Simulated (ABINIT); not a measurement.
Here is an ABINIT 10.8.3 (patched build) calculation.

run.abi

```
# Pseudopotentials
pp_dirpath "./"
pseudos "Cd.upf, S.upf"

# Structure
acell 4.15 4.15 6.737 Angstrom
rprim
     1.0000000000     0.0000000000     0.0000000000
    -0.5000000000     0.8660254038     0.0000000000
     0.0000000000     0.0000000000     1.0000000000
ntypat 2
znucl 48 16
natom 4
typat 1 1 2 2
xred
     0.6666666667     0.3333333333     0.5000000000
     0.3333333333     0.6666666667     0.0000000000
     0.6666666667     0.3333333333     0.8750000000
     0.3333333333     0.6666666667     0.3750000000

# Plane-wave basis
ecut 51.0

# k points
kptopt 1
ngkpt 5 5 3
nshiftk 1
shiftk 0.0 0.0 0.0

# Exchange and correlation
ixc 11

# Bands and occupations
nband 32
occopt 3
tsmear 0.00183747

# SCF cycle
nstep 100
tolvrs 1.0e-10

# Output
iomode 3
prtwf 0
prtden 0
prteig 0
prtebands 0
prtvol 2
```

Potentials or basis: PseudoDojo NC SR PBE v0.4.1 standard.

Command:

```sh
$ abinit run.abi > log 2>&1
```

Task: Estimate the largest force.

Result: 0.065 eV/Å.

Task: What does it give for the band gap on the k mesh?

Result: 1.19 eV, direct.

Forces on the atoms (eV/Å):
```
Cd   0.000  0.000 -0.065
Cd   0.000  0.000 -0.065
S    0.000  0.000  0.065
S    0.000  0.000  0.065
```

**What was measured.**

“Isotope dependence of band-gap energy”, 2008, arxiv:0807.2152 quotes, for a bulk crystal of CdS: band gap 2.5809 ± 0.0002 eV.

Against the measured gap of CdS, 2.5809 eV (quoted in “Isotope dependence of band-gap energy”, 2008, arxiv:0807.2152), the calculated 1.19 eV is off by -1.39 eV. So large a miss can be the level of theory's own, or it may mean another phase, state or a wrong row. Spin-orbit coupling on Cd is left out. The value is that of PBE, without temperature or zero-point motion. Semilocal functionals fall short of measured gaps as a rule.
